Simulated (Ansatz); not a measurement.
**FeO: single point with PBE**

The system is FeO.

```
Fe O
1.0
     1.51768    0.87623    2.51579
    -1.51768    0.87623    2.51579
     0.00000   -1.75247    2.51579
Fe O
1 1
Direct
  0.00000 0.00000 0.00000
  0.50000 0.50000 0.50000
```

```yaml
Program: Ansatz 0.2.0
Task: single point
Functional: PBE
Potentials_or_basis: Ansatz PAW
Cutoff: "420 eV (not typed: the program's choice for these potentials)"
k_mesh: 9 × 9 × 9
Occupations: fermi-dirac, width 0.05 eV
Spin: collinear spin, ferromagnetic start
Starting_moments: "[1.5, 0.0] μB"
Fixed_moment: 1.5 μB
```

```yaml
Pressure: -18.4 GPa
Net_moment: 1.50 μB per cell
Absolute_moment: 1.61 μB per cell
Site_moments: Fe +1.42; O -0.03 μB
```

Stress tensor (GPa, compression positive):
```
-19.09   0.00   0.00
  0.00 -19.09   0.00
  0.00   0.00 -16.92
```

It took 17 s on 2 threads of Arm Neoverse V2, with other jobs on the host, peak memory 0.41 GiB.

Caveat: the pressure holds a Pulay correction of +0.7 GPa for the finite cutoff; the total moment is fixed, so each spin has its own Fermi level; a cell with one magnetic atom can't hold antiferromagnetic order, which such compounds often take; the thresholds are loose for stress.
